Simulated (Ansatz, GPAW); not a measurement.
# C2 in line between two Ag chains: relaxation, then transmission at several levels, part 3 of 4

Aim: the conductance of C2 in line between two Ag chains after relaxation, and whether geometry, basis or functional moves it most.

GPAW 26.7.0 and Ansatz 0.2.0; Ansatz plane waves; relaxation of the junction with the lead ends held (the session's first sound run).

So far, transmission at the Fermi level (one spin): step 3 (plane-wave reference (PBE)) 0.117. Also open channels of the lead at the Fermi level (one spin): step 3 1.

**4. Double-zeta polarised basis**

The script solves lead and junction separately, takes H and S in the orbital basis, and joins semi-infinite leads through their self-energies; the dzp basis is the working standard.

This step: GPAW LCAO, PAW setups; Landauer transmission from Green's functions with principal layers (ASE), zero bias (GPAW 26.7.0).

The input, run.py:

```python
import json
import numpy as np
from ase import Atoms
from ase.transport.calculators import TransportCalculator
from gpaw import GPAW, FermiDirac
from gpaw.lcao.tools import get_lcao_hamiltonian
from scipy.linalg import eigh

# The junction with lead layers at both ends, along the third cell vector
device = Atoms(
    ['Ag', 'Ag', 'Ag', 'Ag', 'Ag', 'Ag', 'Ag', 'C', 'C', 'Ag', 'Ag', 'Ag', 'Ag', 'Ag', 'Ag', 'Ag'],
    positions=[
        [4.50000, 4.50000, 1.33000],
        [4.50000, 4.50000, 3.99000],
        [4.50000, 4.50000, 6.65000],
        [4.50000, 4.50000, 9.31000],
        [4.50000, 4.50000, 11.97000],
        [3.92936, 4.07098, 14.58157],
        [4.76643, 4.66025, 17.18742],
        [4.56982, 4.54721, 19.20242],
        [4.45063, 4.56231, 20.44818],
        [4.28555, 4.72246, 22.46202],
        [4.97412, 3.96315, 25.06751],
        [4.50000, 4.50000, 27.67840],
        [4.50000, 4.50000, 30.33840],
        [4.50000, 4.50000, 32.99840],
        [4.50000, 4.50000, 35.65840],
        [4.50000, 4.50000, 38.31840]],
    cell=[[9.0, 0.0, 0.0], [0.0, 9.0, 0.0], [0.0, 0.0, 39.6484]],
    pbc=True)

# One principal layer of the lead: the first 4 atoms of the device
lead = Atoms(
    ['Ag', 'Ag', 'Ag', 'Ag'],
    positions=[
        [4.50000, 4.50000, 1.33000],
        [4.50000, 4.50000, 3.99000],
        [4.50000, 4.50000, 6.65000],
        [4.50000, 4.50000, 9.31000]],
    cell=[[9.0, 0.0, 0.0], [0.0, 9.0, 0.0], [0.0, 0.0, 10.64]],
    pbc=True)

settings = dict(mode='lcao', basis='dzp', xc='PBE', h=0.2,
                occupations=FermiDirac(0.1), maxiter=250,
                mixer=dict(beta=0.1, nmaxold=8, weight=100.0),
                convergence=dict(density=0.0001))
energies = np.arange(-2, 2 + 1e-9, 0.025)
eta = 0.0001
n1, n2 = 1, 1
# k and -k transmit alike, so half of the mesh across the current serves
mesh = [(i, j) for i in range(n1) for j in range(n2) if (i, j) <= (-i % n1, -j % n2)]
weights = np.array([1 if (i, j) == (-i % n1, -j % n2) else 2 for i, j in mesh]) / (n1 * n2)

# [... helper functions left out ...]
fermi_lead = ground_state(lead, (1, 1, 11), 'lead.txt')
fermi_device = ground_state(device, (1, 1, 2), 'device.txt')
# [... loop over the mesh left out, but for ...]
        # Shift the lead onto the potential of the device's first layer
        shift = ((H[:, 0, 0] - H0[:, 0, 0]) / S0[0, 0]).real.mean()
# [...]
kT = 8.617333e-5 * 300
bias = [0.1, 0.2, 0.5, 1.0, 1.5, 2.0]
# [... integrals and printing left out ...]
```

Run with:

```bash
> OMP_NUM_THREADS=1 OPENBLAS_NUM_THREADS=1 python run.py
```

Numbers of over 12 decimals in the logs are rounded to 6 here.

What it wrote:

```text
basis functions: device 404, principal layer 108
Fermi level: lead -3.7843 eV, device -3.9801 eV; lead shifted by -0.0010 eV
largest coupling past the next layer 3.56e-05 eV, largest misfit of the first layer 0.049 eV
  E-E_F (eV)   T (one spin)  channels
    -2.000    2.0318e-02    3.0000
    -1.975    1.7417e-02    3.0000
    -1.950    1.4813e-02    3.0000
    -1.925    1.2469e-02    3.0000
    -1.900    1.0357e-02    3.0000
    -1.875    8.4541e-03    3.0000
    -1.850    6.7197e-03    3.0000
    -1.825    5.0802e-03    3.0000
    -1.800    3.3700e-03    3.0000
    -1.775    1.2047e-03    1.0000
    -1.750    1.3922e-03    1.0000
    -1.725    1.4710e-03    1.0000
    -1.700    1.4782e-03    1.0000
    -1.675    1.4004e-03    1.0000
    -1.650    1.1974e-03    1.0000
    -1.625    7.7851e-04    1.0000
[...]
1.825    6.4605e-02    1.0000
     1.850    6.5728e-02    1.0000
     1.875    6.6921e-02    1.0000
     1.900    6.8186e-02    1.0000
     1.925    6.9526e-02    1.0000
     1.950    7.0944e-02    1.0000
     1.975    7.2441e-02    1.0000
     2.000    7.4021e-02    1.0000
conductance at 300 K: 0.14372 G0 a cell; thermopower 7.745 uV/K
current from the zero-bias T(E) at 0.1 V: 1.111 uA
current from the zero-bias T(E) at 0.2 V: 2.2055 uA
current from the zero-bias T(E) at 0.5 V: 5.1421 uA
current from the zero-bias T(E) at 1.0 V: 13.821 uA
current from the zero-bias T(E) at 1.5 V: 29.535 uA
current from the zero-bias T(E) at 2.0 V: 35.545 uA
```

Wall time 2.1 min (1 thread of Arm Neoverse V1, shared host); peak memory 1.4 GiB.

Numbers from this step:

```
conductance                                    : 0.1437 G₀
thermopower                                    : 7.745 μV/K
largest coupling past the next principal layer : 3.56e-5 eV
largest misfit of the first principal layer    : 0.04886 eV
shift that aligns the lead                     : -9.90e-4 eV
basis functions of the junction                : 404
basis functions of a principal layer           : 108
transmission at the Fermi level (one spin)     : 0.1446
```

One spin. Table of transmission, zone mean by energy, zero at the Fermi level:

energy (eV), transmission, zone mean and a bar from the least value:
```
   -2.000      0.020 #
   -1.900      0.010 
   -1.800      0.003 
   -1.700      0.001 
   -1.600      0.000 
   -1.500      0.000 
   -1.400      0.000 
   -1.300      0.000 
   -1.200      0.000 
   -1.100      0.000 
   -1.000      0.005 
   -0.900      0.086 ###
   -0.800      0.467 ##############
   -0.700      0.994 ##############################
   -0.600      0.728 ######################
   -0.500      0.489 ###############
   -0.400      0.424 #############
   -0.325      0.534 ################
   -0.300      0.122 ####
   -0.200      0.140 ####
   -0.125      0.156 #####
   -0.100      0.156 #####
    0.000      0.145 ####
    0.100      0.126 ####
    0.200      0.107 ###
    0.300      0.091 ###
    0.400      0.079 ##
    0.500      0.070 ##
    0.600      0.064 ##
    0.700      0.060 ##
    0.800      0.057 ##
    0.900      0.055 ##
    1.000      0.054 ##
    1.100      0.053 ##
    1.200      0.053 ##
    1.300      0.053 ##
    1.400      0.054 ##
    1.500      0.055 ##
    1.600      0.057 ##
    1.700      0.060 ##
    1.800      0.064 ##
    1.900      0.068 ##
    2.000      0.074 ##
```

Crossings of the lead's bands, unfolded to its shortest repeat. Open channels, zone mean against energy, zero at the Fermi level:

```
energy (eV)  open channels, zone mean
     -2.000                         3
     -1.800                         3
     -1.600                         0
     -1.400                         0
     -1.200                         0
     -1.000                         1
     -0.800                         1
     -0.600                         1
     -0.400                         1
     -0.200                         1
      0.000                         1
      0.200                         1
      0.400                         1
      0.600                         1
      0.800                         1
      1.000                         1
      1.200                         1
      1.400                         1
      1.600                         1
      1.800                         1
      2.000                         1
```

Not self-consistent under bias; the bias window is split evenly. Current through one cell, from the zero-bias transmission against bias:

```
bias (V)  current through one cell, from the zero-bias transmission (μA)
   0.100                                                            1.11
   0.200                                                            2.21
   0.500                                                            5.14
   1.000                                                            13.8
   1.500                                                            29.5
   2.000                                                            35.5
```

Transmission of the three most open eigenchannels against energy, zero at the Fermi level:

```
energy (eV)  channel 1  channel 2  channel 3
     -2.000     0.0124    0.00583    0.00207
     -1.900    0.00547    0.00279    0.00210
     -1.800    0.00182     9.4e-4     6.1e-4
     -1.700    0.00148     1.6e-9          0
     -1.600     2.2e-8     1.6e-9          0
     -1.500     1.7e-9          0          0
     -1.400     1.8e-9          0          0
     -1.300     1.4e-9          0          0
     -1.200     1.5e-9          0          0
     -1.100          0          0          0
     -1.000    0.00534    7.9e-11          0
     -0.900     0.0861     1.2e-9          0
     -0.800      0.467     1.4e-9          0
     -0.700      0.994     1.5e-9          0
     -0.600      0.728     1.5e-9          0
     -0.500      0.489     1.5e-9          0
     -0.400      0.424     1.5e-9          0
     -0.300      0.122     1.5e-9          0
     -0.200      0.140     1.6e-9          0
     -0.100      0.156     1.6e-9          0
      0.000      0.145     1.6e-9          0
      0.100      0.126     1.6e-9          0
      0.200      0.107     1.6e-9          0
      0.300     0.0908     1.6e-9          0
      0.400     0.0787     1.6e-9          0
      0.500     0.0699     1.6e-9          0
      0.600     0.0637     1.6e-9          0
      0.700     0.0595     1.6e-9          0
      0.800     0.0567     1.6e-9          0
      0.900     0.0549     1.6e-9          0
      1.000     0.0537     1.6e-9          0
      1.100     0.0531     1.6e-9          0
      1.200     0.0529     1.6e-9          0
      1.300     0.0532     1.6e-9          0
      1.400     0.0540     1.6e-9          0
      1.500     0.0553     1.6e-9          0
      1.600     0.0572     1.6e-9          0
      1.700     0.0599     1.6e-9          0
      1.800     0.0636     1.6e-9          0
      1.900     0.0682     1.6e-9          0
      2.000     0.0740     1.6e-9          0
```

At the Fermi level T is 0.145 against 0.117 in plane waves. Couplings past the next layer reach 3.6e-5 eV, small enough to drop; the matrix elements of the cell's first layer differ from the bulk lead's by up to 0.049 eV. That layer keeps its own values in the calculation, and only beyond it is the lead taken as perfect. The Fermi levels of lead and junction count from different zeros of potential, one for each periodic cell; with both set to zero, the small remaining shift is what aligns them. By hand: G = 0.1437 × 77.48 μS = 11.1 μS, a resistance of 89.8 kΩ; at 0.1 V a linear junction would pass 1.11 μA, and the integral over the bias window gives 1.11 μA. Mott's formula, S = -(π²/3)(k_B²T/e) d ln T/dE, has the prefactor 7.33 μV/K·eV at 300 K; T = 0.1486 at -0.025 eV and 0.1402 at 0.025 eV give a slope of -1.17 per eV and S = 8.54 μV/K, beside 7.75 μV/K from the thermal integral, which interpolates the same grid.

**5. Single-zeta polarised basis**

The second zeta is dropped, the polarisation orbitals stay.

run.py: that of step 4 with these lines changed.

```diff
@@ -42,3 +42,3 @@
 
-settings = dict(mode='lcao', basis='dzp', xc='PBE', h=0.2,
+settings = dict(mode='lcao', basis='szp(dzp)', xc='PBE', h=0.2,
                 occupations=FermiDirac(0.1), maxiter=250,
```

What it wrote:

```text
basis functions: device 228, principal layer 60
Fermi level: lead -3.7331 eV, device -3.9895 eV; lead shifted by 0.0017 eV
largest coupling past the next layer 3.56e-05 eV, largest misfit of the first layer 0.052 eV
  E-E_F (eV)   T (one spin)  channels
    -2.000    1.2659e-02    3.0000
    -1.975    1.1088e-02    3.0000
    -1.950    9.6614e-03    3.0000
[...]
1.975    6.9416e-02    1.0000
     2.000    7.1133e-02    1.0000
conductance at 300 K: 0.12923 G0 a cell; thermopower 8.49 uV/K
current from the zero-bias T(E) at 0.1 V: 0.9994 uA
current from the zero-bias T(E) at 0.2 V: 1.9868 uA
current from the zero-bias T(E) at 0.5 V: 4.69 uA
current from the zero-bias T(E) at 1.0 V: 12.248 uA
current from the zero-bias T(E) at 1.5 V: 26.89 uA
current from the zero-bias T(E) at 2.0 V: 32.096 uA
```

Elapsed: 68 s, on 1 thread; peak memory 1.4 GiB.

Numbers from this step:

- conductance: 0.1292 G₀
- thermopower: 8.490 μV/K
- largest misfit of the first principal layer: 0.05174 eV
- shift that aligns the lead: 0.001686 eV
- basis functions of the junction: 228
- basis functions of a principal layer: 60
- transmission at the Fermi level (one spin): 0.1299

One spin. Transmission, zone mean against energy, zero at the Fermi level:

```
energy (eV)  transmission, zone mean
     -2.000                   0.0127
     -1.900                  0.00724
     -1.800                  0.00399
     -1.700                  0.00191
     -1.600                  0.00126
     -1.500                  2.4e-10
     -1.400                   1.1e-9
     -1.300                  1.5e-10
     -1.200                  1.7e-10
     -1.100                  6.4e-11
     -1.000                  0.00280
     -0.900                   0.0513
     -0.800                    0.399
     -0.700                    0.994
     -0.600                    0.653
     -0.500                    0.433
     -0.400                    0.398
     -0.350                    0.508
     -0.300                   0.0368
     -0.200                    0.136
     -0.125                    0.143
     -0.100                    0.142
      0.000                    0.130
      0.100                    0.112
      0.200                   0.0946
      0.300                   0.0800
      0.400                   0.0690
      0.500                   0.0611
      0.600                   0.0557
      0.700                   0.0521
      0.800                   0.0497
      0.900                   0.0483
      1.000                   0.0476
      1.100                   0.0473
      1.200                   0.0475
      1.300                   0.0481
      1.400                   0.0491
      1.500                   0.0507
      1.600                   0.0529
      1.700                   0.0559
      1.800                   0.0598
      1.900                   0.0648
      2.000                   0.0711
```

The conductance, 0.129 G₀, lies 10 % below that of the dzp run.

**6. GPAW, sz: basis = "sz(dzp)"**

One function for each valence shell of the setup, as for a first survey of a large system.

run.py: that of step 5 with these lines changed.

```diff
@@ -42,3 +42,3 @@
 
-settings = dict(mode='lcao', basis='szp(dzp)', xc='PBE', h=0.2,
+settings = dict(mode='lcao', basis='sz(dzp)', xc='PBE', h=0.2,
                 occupations=FermiDirac(0.1), maxiter=250,
```

What it wrote:

```text
basis functions: device 176, principal layer 48
Fermi level: lead -3.7330 eV, device -4.0267 eV; lead shifted by -0.0018 eV
largest coupling past the next layer 3.59e-05 eV, largest misfit of the first layer 0.029 eV
  E-E_F (eV)   T (one spin)  channels
    -2.000    6.7232e-02    3.0000
    -1.975    4.9259e-02    3.0000
    -1.950    3.9478e-02    3.0000
[...]
1.975    8.1314e-02    1.0000
     2.000    8.3265e-02    1.0000
conductance at 300 K: 0.16204 G0 a cell; thermopower 13.07 uV/K
current from the zero-bias T(E) at 0.1 V: 1.2558 uA
current from the zero-bias T(E) at 0.2 V: 2.5134 uA
current from the zero-bias T(E) at 0.5 V: 6.257 uA
current from the zero-bias T(E) at 1.0 V: 17.5 uA
current from the zero-bias T(E) at 1.5 V: 29.353 uA
current from the zero-bias T(E) at 2.0 V: 30.854 uA
```

The job ended after 56 s (1 thread; peak memory 1.3 GiB).

This step gave:

* conductance: 0.1620 G₀
* thermopower: 13.07 μV/K
* largest coupling past the next principal layer: 3.59e-5 eV
* largest misfit of the first principal layer: 0.02915 eV
* shift that aligns the lead: -0.001774 eV
* basis functions of the junction: 176
* basis functions of a principal layer: 48
* transmission at the Fermi level (one spin): 0.1619

One spin. Transmission, zone mean against energy, zero at the Fermi level:

energy (eV), transmission, zone mean and a bar:
```
   -2.000      0.067 ##
   -1.900      0.028 #
   -1.800      0.015 
   -1.700      0.008 
   -1.600      0.003 
   -1.500      0.002 
   -1.400      0.000 
   -1.300      0.000 
   -1.200      0.000 
   -1.100      0.000 
   -1.000      0.000 
   -0.900      0.002 
   -0.800      0.031 #
   -0.700      0.183 ######
   -0.600      0.738 ######################
   -0.525      0.990 ##############################
   -0.500      0.944 #############################
   -0.400      0.846 ##########################
   -0.300      0.195 ######
   -0.250      0.219 #######
   -0.200      0.216 #######
   -0.100      0.191 ######
    0.000      0.162 #####
    0.100      0.134 ####
    0.200      0.110 ###
    0.300      0.091 ###
    0.400      0.078 ##
    0.500      0.069 ##
    0.600      0.062 ##
    0.700      0.058 ##
    0.800      0.056 ##
    0.900      0.054 ##
    1.000      0.054 ##
    1.100      0.054 ##
    1.200      0.055 ##
    1.300      0.056 ##
    1.400      0.057 ##
    1.500      0.059 ##
    1.600      0.062 ##
    1.700      0.066 ##
    1.800      0.070 ##
    1.900      0.076 ##
    2.000      0.083 ###
```

The conductance, 0.162 G₀, lies 13 % above that of the dzp run.

**7. RPBE in the dzp basis: xc = "RPBE"**

Back in the dzp basis, the functional changes from PBE to RPBE, to set the spread between functionals beside that between bases.

run.py: that of step 6 with these lines changed.

```diff
@@ -42,3 +42,3 @@
 
-settings = dict(mode='lcao', basis='sz(dzp)', xc='PBE', h=0.2,
+settings = dict(mode='lcao', basis='dzp', xc='RPBE', h=0.2,
                 occupations=FermiDirac(0.1), maxiter=250,
```

What it wrote:

```text
basis functions: device 404, principal layer 108
Fermi level: lead -3.6149 eV, device -3.8182 eV; lead shifted by -0.0015 eV
largest coupling past the next layer 3.60e-05 eV, largest misfit of the first layer 0.048 eV
  E-E_F (eV)   T (one spin)  [channel counts left out]
    -2.000    1.2174e-02
    -1.975    9.9112e-03
    -1.950    7.8799e-03
[...]
1.975    7.6472e-02
     2.000    7.8251e-02
conductance at 300 K: 0.14724 G0 a cell; thermopower 7.967 uV/K
current from the zero-bias T(E) at 0.1 V: 1.1385 uA
current from the zero-bias T(E) at 0.2 V: 2.2619 uA
current from the zero-bias T(E) at 0.5 V: 5.2929 uA
current from the zero-bias T(E) at 1.0 V: 13.922 uA
current from the zero-bias T(E) at 1.5 V: 29.634 uA
current from the zero-bias T(E) at 2.0 V: 35.989 uA
```

The job ended after 2.1 min (1 thread; peak memory 1.4 GiB).

Numbers from this step:

| Item | Value |
| --- | --- |
| conductance | 0.1472 G₀ |
| thermopower | 7.967 μV/K |
| largest coupling past the next principal layer | 3.60e-5 eV |
| largest misfit of the first principal layer | 0.04802 eV |
| shift that aligns the lead | -0.001468 eV |
| basis functions of the junction | 404 |
| basis functions of a principal layer | 108 |
| transmission at the Fermi level (one spin) | 0.1480 |

The conductance, 0.147 G₀, lies 2.4 % above that of the dzp run.

**8. The structure as built: geometry = "as built"**

The dzp basis with PBE on the structure as first built shows what the relaxation was worth.

run.py: that of step 7 with these lines changed.

```diff
@@ -17,8 +17,8 @@
         [4.50000, 4.50000, 11.97000],
-        [3.92936, 4.07098, 14.58157],
-        [4.76643, 4.66025, 17.18742],
-        [4.56982, 4.54721, 19.20242],
-        [4.45063, 4.56231, 20.44818],
-        [4.28555, 4.72246, 22.46202],
-        [4.97412, 3.96315, 25.06751],
+        [4.50000, 4.50000, 14.63000],
+        [4.50000, 4.50000, 17.29000],
+        [4.50000, 4.50000, 19.20420],
+        [4.50000, 4.50000, 20.44420],
+        [4.50000, 4.50000, 22.35840],
+        [4.50000, 4.50000, 25.01840],
         [4.50000, 4.50000, 27.67840],
@@ -42,3 +42,3 @@
 
-settings = dict(mode='lcao', basis='dzp', xc='RPBE', h=0.2,
+settings = dict(mode='lcao', basis='dzp', xc='PBE', h=0.2,
                 occupations=FermiDirac(0.1), maxiter=250,
```

What it wrote:

```text
basis functions: device 404, principal layer 108
Fermi level: lead -3.7843 eV, device -4.0326 eV; lead shifted by 0.0002 eV
largest coupling past the next layer 3.56e-05 eV, largest misfit of the first layer 0.080 eV
  E-E_F (eV)   T (one spin)  channels
    -2.000    1.4619e-01    3.0000
    -1.975    1.3097e-01    3.0000
    -1.950    1.1654e-01    3.0000
[...]
1.975    3.6505e-02    1.0000
     2.000    3.6251e-02    1.0000
conductance at 300 K: 0.22859 G0 a cell; thermopower 17.62 uV/K
current from the zero-bias T(E) at 0.1 V: 1.7754 uA
current from the zero-bias T(E) at 0.2 V: 3.5771 uA
current from the zero-bias T(E) at 0.5 V: 9.4971 uA
current from the zero-bias T(E) at 1.0 V: 25.152 uA
current from the zero-bias T(E) at 1.5 V: 35.844 uA
current from the zero-bias T(E) at 2.0 V: 38.101 uA
```

Run time: 2.1 min. Hardware: 1 thread; peak memory 1.4 GiB.

This step gave:

| Item | Value |
| --- | --- |
| conductance | 0.2286 G₀ |
| thermopower | 17.62 μV/K |
| largest coupling past the next principal layer | 3.56e-5 eV |
| largest misfit of the first principal layer | 0.07961 eV |
| shift that aligns the lead | 2.16e-4 eV |
| transmission at the Fermi level (one spin) | 0.2272 |

The conductance, 0.229 G₀, lies 59 % above that of the dzp run.

**9. All levels side by side**

Times are wall times on the hardware named with each run. The runs compared:

```
no.       run  conductance (G₀)     time  memory (GiB)
  1    pw PBE            0.1160  1.8 min           4.7
  2       dzp            0.1437  2.1 min           1.4
  3       szp            0.1292     68 s           1.4
  4        sz            0.1620     56 s           1.3
  5  dzp RPBE            0.1472  2.1 min           1.4
  6   asbuilt            0.2286  2.1 min           1.4
```

(Part 3 of 4 ends here.)

[Logs are printed without paths, hosts, clocks, repeated set-up lines and the standing remarks that a program may print on its own settings, such as how far it seeks lower states.]

[Hosts, paths, dates, database ids (printed as entryN), source tags and the programs' standing remarks are cut or masked in the printed files.]
